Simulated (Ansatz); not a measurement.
# PtSe2 (Sudovikovite) (P-3m1) in Ansatz: further runs

The runs below take PtSe2 (Sudovikovite) through projected density of states, with PBEsol, PBEsol+U.

Program: Ansatz 0.2.0. These are calculated values, not measurements. Logs are shortened: lines on timing, memory, paths and dates and some standing lists are left out, and cuts for length are marked.

## Step 1: The structure

The structure is trigonal, space group P-3m1 (No. 164). Conventional cell: a = 3.724 Å, b = 3.724 Å, c = 5.062 Å, α = 90.00°, β = 90.00°, γ = 120.00°. Pt (site symmetry -3m) has 6 Se at 2.49 Å as nearest neighbours. Around Se (site symmetry 3m) lie 3 Pt at 2.49 Å.

## Step 2: Projected density of states, PBEsol

input.yaml reads:

```yaml
crystal:
  lattice:
    - [3.724, 0.0, 0.0]
    - [-1.862, 3.2250786037, 0.0]
    - [0.0, 0.0, 5.062]
  atoms:
    - { symbol: Pt, position: [0.0, 0.0, 0.0] }
    - { symbol: Se, position: [0.6666666667, 0.3333333333, 0.75] }
    - { symbol: Se, position: [0.3333333333, 0.6666666667, 0.25] }
hamiltonian:
  xc: pbesol
  pseudopotentials: { kind: paw }
kpoints:
  mp_grid: { grid: [8, 8, 5] }
scf:
  occupations: { method: fermi_dirac, width: 0.05 }
  n_extra_bands: 7
output:
  forces: true
  stress: true
  eigenvalues: true
  dos: { projected: true, de: 0.05, nscf_kmesh: { grid: [12, 12, 8] } }
```

Potentials or basis: Ansatz PAW.

On the command line:

```
> ansatz run input.yaml --threads 2 --pin off --max-ram 5632MiB --backend cpu --events-out ev --progress --plain --runs-dir out
```

The log of the run:

```text
Warning: RAYON_NUM_THREADS=2 ignored (pool sized by the plan → 2); use --threads N
scf.n_extra_bands = 7 over 25 filled bands (N_el = 50.0): the run solves 32 bands
Engine: ansatz 0.2.0, x86_64-unknown-linux-gnu
Pseudopotentials: kind: paw
Pseudopotential: Pt, paw, valence charge 18, recommended cutoff 420 eV (normal), Pt.paw.azcp
Pseudopotential: Se, paw, valence charge 16, recommended cutoff 420 eV (normal), Se.paw.azcp
Functional definition: PBEsol
  exchange = pbesol_x
  correlation = pbesol_c
Crystal: 3 atoms, lattice volume = 60.796 Å³
Basis set: ecut = 420 eV, 1205 PW (Γ), exchange–correlation on 50×50×72 points (8 copies of the dense FFT grid, shifted against one another)
Bands: 32, of which v1, the nominal top of the filled ones, is band 25 counted from 1 (24 counted from 0)
Symmetry: 12 space group operations
Space group: P-3m1 (ITA 164), of the structure as read, at distance tolerance 3.9e-5 Å
k-points: 40 of 320
Non-local potential: Pt, projectors of the file, l = 0: 3, l = 1: 2, l = 2: 2, l = 3: 1
Non-local potential: Se, projectors of the file, l = 0: 2, l = 1: 2, l = 2: 3, l = 3: 1
PAW form: soft (Blöchl's): semilocal exchange-correlation on the pseudo side does not see the compensation charge
PAW frozen core: Pt, regenerated for the run's functional, and the local potential with it (the file was generated under x = pbe(κ = 0.804, μ = 0.2195149727645171), c = pbe(β = 0.06672455060314922))
PAW frozen core: Se, regenerated for the run's functional, and the local potential with it (the file was generated under x = pbe(κ = 0.804, μ = 0.2195149727645171), c = pbe(β = 0.06672455060314922))
PAW one-centre angular grid: Pt, 590 points (default); XC on 64 Gauss nodes
PAW one-centre angular grid: Se, 590 points (default); XC on 64 Gauss nodes
Initial density: superposition of atomic densities (neutral atoms: chi_scale 0, normalization atom), corrected by the library's trained network
Initial wavefunctions: pseudopotential atomic-orbital guess
Functional: x = pbesol(κ = 0.804, μ = 0.12345679012345678), c = pbesol(β = 0.046)
SCF iter   1: F=—  HF=-23233.453250 eV  |F-HF|=—  |Δ(HF+E_count)|=         —  Δρ=3.44e-3  dr2=6.76e-3  ethr=1.77e-3  ⟨swp⟩=6.0  Hψ=5201  notcnv=0  defer=1
preconditioner: auto → LDOS  [metal: Δε(μ)=0.150 eV  Ē_g=11.482 eV  σ=0.050 eV  W_gap=0.48  n_scr=22 (ndim 8)  ℏωp=22.3 eV  f_vac=0.035  D(μ)=0.70/eV (n_scr^D=2)  β→1.0]
SCF iter   2: F=—  HF=-23233.454654 eV  |F-HF|=—  |Δ(HF+E_count)|=   1.40e-3  Δρ=2.55e-3  dr2=4.56e-3  ethr=1.35e-5  ⟨swp⟩=2.0  Hψ=2784  notcnv=0  defer=56
SCF iter   3: F=—  HF=-23233.452897 eV  |F-HF|=—  |Δ(HF+E_count)|=   1.76e-3  Δρ=2.96e-4  dr2=4.88e-5  ethr=9.11e-6  ⟨swp⟩=2.0  Hψ=2320  notcnv=0  defer=56
SCF iter   4: F=—  HF=-23233.452898 eV  |F-HF|=—  |Δ(HF+E_count)|=   6.12e-7  Δρ=9.43e-5  dr2=1.44e-5  ethr=9.75e-8  ⟨swp⟩=3.0  Hψ=2212  notcnv=0  defer=56
SCF iter   5: F=—  HF=-23233.452895 eV  |F-HF|=—  |Δ(HF+E_count)|=   2.89e-6  Δρ=1.72e-5  dr2=1.08e-7  ethr=2.89e-8  ⟨swp⟩=2.0  Hψ=1571  notcnv=0  defer=56
SCF iter   6: F=-23233.452895 eV  HF=-23233.452895 eV  |F-HF|=4.84e-9  |Δ(HF+E_count)|=   9.36e-8  Δρ=3.73e-6  dr2=5.83e-9  ethr=2.00e-10  ⟨swp⟩=7.7  Hψ=5694  notcnv=0
SCF 1 converged in 6 iterations: F = -23233.452895 eV  dr2 = 5.83e-9
NSCF: frozen V_eff on 131 k-points
SCF converged after 6 iterations
Free energy (F): -23233.452895 eV
Harris-Foulkes:  -23233.452895 eV  (|F-HF|=4.84e-9)
Internal energy: -23233.446894 eV  (E = F + TS)
E sigma→0 (E₀):  -23233.449895 eV
Entropy (-TS):   -0.006001 eV (-2.000 meV/atom)
Fermi energy:    13.200305 eV
--- Per-component energies (eV) ---
  E_band       = -966.462606
  E_kinetic    = 875.701770
  E_local      = -6799.556873  (includes V_loc(G=0)·N_el)
  E_nonlocal   = -980.916070
  E_hartree    = 3148.222849
  E_xc         = -467.705157
  E_vxc        = -499.571535  (∫ρ·V_xc dr)
  E_paw        = -13053.560930  (= ΣΔE_a)
  E_vpaw       = 141.432998  (= ΣTr[D̂ρ^β])
  E_aug_tail   = -0.001001  (compensation charges beyond the density's cutoff)
  E_ewald      = -5957.935364
  E_core_change = 2.303882  (= ΣΔE_core)
  E_smearing   = -0.006001  (= −TS)
  E_closure    = -0.000000  (closes the sum)
  Σ components = -23233.452895   (vs F -23233.452895, Δ=0.00e0)
--- Forces (eV/Å), atoms counted from 1 ---
  atom   1  Pt    -0.00000000     0.00000000     0.00000000
  atom   2  Se     0.00000000    -0.00000000    -0.33905006
  atom   3  Se    -0.00000000     0.00000000     0.33905006
  max |Σ_I F_I| component: 7.36e-30 eV/Å
--- Stress (GPa, compression-positive) ---
        2.581852       0.000000      -0.000000
        0.000000       2.581852       0.000000
       -0.000000       0.000000       1.202503
  P = ⅓ Tr σ = 2.1221 GPa (21.221 kbar)
--- Band table (eV; the first three rows and the last of 40) ---
  k-point 0: bands = ["-86.4114", "-40.6251", "-40.6251", "-40.5324", "-35.4115", "-35.4115", "-35.4090", "-35.4090", "-35.3971", "-35.3971", "-35.3922", "-35.3922", "-35.3879", "-35.3877", "-2.5700", "0.2748", "5.9350", "6.6593", "6.6593", "9.1368", "9.1368", "10.5837", "12.1029", "12.1029", "13.5792", "14.6317", "14.6317", "16.6643", "17.2609", "20.4055", "20.4055", "24.8728"]
  k-point 1: bands = ["-86.4114", "-40.6251", "-40.6251", "-40.5324", "-35.4114", "-35.4114", "-35.4091", "-35.4091", "-35.3967", "-35.3967", "-35.3926", "-35.3926", "-35.3880", "-35.3876", "-2.4235", "-0.0763", "6.4597", "6.6772", "6.6772", "9.1253", "9.1253", "10.5441", "11.9368", "11.9368", "12.7177", "14.9219", "14.9219", "16.9750", "18.1226", "20.2698", "20.2698", "23.7660"]
  k-point 2: bands = ["-86.4113", "-40.6251", "-40.6251", "-40.5324", "-35.4112", "-35.4112", "-35.4092", "-35.4092", "-35.3960", "-35.3960", "-35.3934", "-35.3934", "-35.3881", "-35.3875", "-2.0812", "-0.7020", "6.7068", "6.7068", "7.4771", "9.1083", "9.1083", "10.2994", "11.6028", "11.7048", "11.7048", "15.3979", "15.3979", "17.7053", "19.2501", "19.9575", "19.9575", "22.2845"]
  k-point 39: bands = ["-86.4111", "-40.6336", "-40.6310", "-40.5317", "-35.4109", "-35.4106", "-35.4100", "-35.4092", "-35.3961", "-35.3947", "-35.3943", "-35.3939", "-35.3873", "-35.3873", "-0.5983", "-0.4663", "6.1975", "6.7290", "7.3032", "8.3022", "8.6576", "9.3596", "9.5341", "10.6043", "10.8648", "14.6431", "15.1561", "18.9726", "19.9711", "20.8247", "21.2237", "22.6298"]
```

Run time: 3.1 s. Hardware: 2 threads of Intel Xeon 6975P-C (Granite Rapids), shared host; peak memory 0.45 GiB.

What came out:

- Free energy: -23233.4529 eV
- Pressure: 2.1 GPa
- Largest force: 0.339 eV/Å
- Band gap on the k mesh: none (metal or under the smearing width)
- Density of states at the Fermi level: 0.22 states/eV per cell

Forces on the atoms (eV/Å):
```
Pt   0.000  0.000  0.000
Se   0.000  0.000 -0.339
Se   0.000  0.000  0.339
```

States per cell in windows of 1 eV (zero at the Fermi level; states under -8 eV left out):
| from (eV) | total | Se 4p | Pt 5d | Pt 6s | Se 4s |
| --- | --- | --- | --- | --- | --- |
| -8.0 | 0.60 | 0.34 | 0.14 | 0.09 | 0.02 |
| -7.0 | 3.29 | 1.61 | 1.47 | 0.13 | 0.06 |
| -6.0 | 2.44 | 1.09 | 1.15 | 0.09 | 0.10 |
| -5.0 | 3.49 | 1.15 | 2.15 | 0.06 | 0.10 |
| -4.0 | 2.93 | 0.76 | 1.97 | 0.11 | 0.06 |
| -3.0 | 2.43 | 1.35 | 0.97 | 0.03 | 0.04 |
| -2.0 | 2.22 | 1.58 | 0.53 | 0.01 | 0.04 |
| -1.0 | 0.57 | 0.44 | 0.09 | 0.00 | 0.01 |
| 0.0 | 1.33 | 0.77 | 0.43 | 0.01 | 0.06 |
| 1.0 | 2.50 | 1.69 | 0.66 | 0.02 | 0.04 |
| 2.0 | 0.20 | 0.14 | 0.05 | 0.00 | 0.00 |
| 3.0 | 0.01 | 0.00 | 0.00 | 0.00 | 0.00 |
| 4.0 | 1.36 | 0.31 | 0.03 | 0.41 | 0.03 |
| 5.0 | 1.44 | 0.23 | 0.02 | 0.34 | 0.04 |
| 6.0 | 1.20 | 0.06 | 0.01 | 0.10 | 0.01 |
| 7.0 | 1.99 | 0.05 | 0.01 | 0.06 | 0.01 |

Caveat: the PAW data sets come from PBE, with cores solved anew for the run's functional, which leaves a small shift of forces and pressure. The run has no spin-orbit coupling, so splittings on Pt are missing.

## Step 3: Projected density of states, PBEsol+U

Changes to input.yaml since step 2:

```diff
@@ -12,2 +12,3 @@
   pseudopotentials: { kind: paw }
+  hubbard: { sites: [{ species: Pt, l: d, u_eff: 1.0 }] }
 kpoints:
@@ -22 +23,5 @@
   dos: { projected: true, de: 0.05, nscf_kmesh: { grid: [12, 12, 8] } }
+  write_density: true
+  write_potential: true
+  elf: true
+  volumetric_format: npy
```

Potentials or basis: Ansatz PAW.

On the command line:

```
> ansatz run input.yaml --threads 2 --pin off --max-ram 5632MiB --backend cpu --events-out ev --progress --plain --runs-dir out
```

It took 4.6 s on 2 threads of Intel Xeon 6975P-C (Granite Rapids), shared host; peak memory 0.56 GiB.

The run converged. Its results:

* Free energy: -23232.9809 eV
* Pressure: 2.2 GPa
* Largest force: 0.364 eV/Å
* Band gap on the k mesh: none (metal or under the smearing width)
* Density of states at the Fermi level: 0.23 states/eV per cell

Forces in eV/Å, atoms in the order of the input:
```
Pt   0.000  0.000  0.000
Se   0.000  0.000 -0.364
Se   0.000  0.000  0.364
```

Stress tensor (GPa, compression positive):
```
2.65 0.00 0.00
0.00 2.65 0.00
0.00 0.00 1.21
```

Levels at points of the mesh, in eV from the Fermi level:
```csv
k point,band 23,band 24,band 25,band 26,band 27,band 28
"(0.00, 0.00, 0.00)",-1.06,-1.06,0.40,1.43,1.43,3.51
"(0.00, -0.50, 0.00)",-3.74,-3.56,-3.13,0.61,2.34,4.76
```

States per cell in windows of 0.5 eV (zero at the Fermi level; states under -8 eV left out):
| from (eV) | total | Se 4p | Pt 5d | Pt 6s | Se 4s |
| --- | --- | --- | --- | --- | --- |
| -8.0 | 0.13 | 0.07 | 0.04 | 0.02 | 0.00 |
| -7.5 | 0.83 | 0.46 | 0.25 | 0.10 | 0.02 |
| -7.0 | 1.40 | 0.70 | 0.60 | 0.06 | 0.03 |
| -6.5 | 2.09 | 0.86 | 1.16 | 0.03 | 0.03 |
| -6.0 | 1.58 | 0.69 | 0.73 | 0.07 | 0.07 |
| -5.5 | 1.04 | 0.38 | 0.58 | 0.03 | 0.03 |
| -5.0 | 2.35 | 0.66 | 1.56 | 0.03 | 0.07 |
| -4.5 | 0.64 | 0.15 | 0.46 | 0.01 | 0.01 |
| -4.0 | 2.00 | 0.39 | 1.46 | 0.10 | 0.04 |
| -3.5 | 1.08 | 0.57 | 0.42 | 0.03 | 0.03 |
| -3.0 | 1.25 | 0.75 | 0.45 | 0.01 | 0.02 |
| -2.5 | 1.25 | 0.82 | 0.37 | 0.01 | 0.02 |
| -2.0 | 1.12 | 0.83 | 0.24 | 0.01 | 0.02 |
| -1.5 | 0.73 | 0.59 | 0.10 | 0.00 | 0.01 |
| -1.0 | 0.34 | 0.27 | 0.05 | 0.00 | 0.01 |
| -0.5 | 0.16 | 0.13 | 0.02 | 0.00 | 0.00 |
| 0.0 | 0.61 | 0.35 | 0.20 | 0.00 | 0.03 |
| 0.5 | 0.89 | 0.55 | 0.27 | 0.01 | 0.04 |
| 1.0 | 1.29 | 0.87 | 0.33 | 0.01 | 0.02 |
| 1.5 | 1.16 | 0.81 | 0.29 | 0.01 | 0.02 |
| 2.0 | 0.07 | 0.05 | 0.02 | 0.00 | 0.00 |
| 2.5 | 0.00 | 0.00 | 0.00 | 0.00 | 0.00 |
| 3.0 | 0.00 | 0.00 | 0.00 | 0.00 | 0.00 |
| 3.5 | 0.02 | 0.00 | 0.00 | 0.00 | 0.00 |
| 4.0 | 0.48 | 0.11 | 0.01 | 0.16 | 0.01 |
| 4.5 | 0.94 | 0.21 | 0.02 | 0.27 | 0.02 |
| 5.0 | 0.78 | 0.14 | 0.01 | 0.20 | 0.02 |
| 5.5 | 0.67 | 0.08 | 0.01 | 0.13 | 0.02 |
| 6.0 | 0.65 | 0.04 | 0.00 | 0.07 | 0.01 |
| 6.5 | 0.55 | 0.02 | 0.00 | 0.03 | 0.00 |
| 7.0 | 0.88 | 0.02 | 0.00 | 0.04 | 0.00 |
| 7.5 | 1.16 | 0.03 | 0.01 | 0.03 | 0.00 |

Eigenvalues of the final occupation matrices:
```
  site  spin  trace               eigenvalues
site 1     1   4.38  0.72 0.72 0.98 0.98 0.98
```

Caveat: U without spin polarisation on a metal has little footing; the PAW data sets come from PBE, with cores solved anew for the run's functional, which leaves a small shift of forces and pressure.

[end of part 1 of 2]
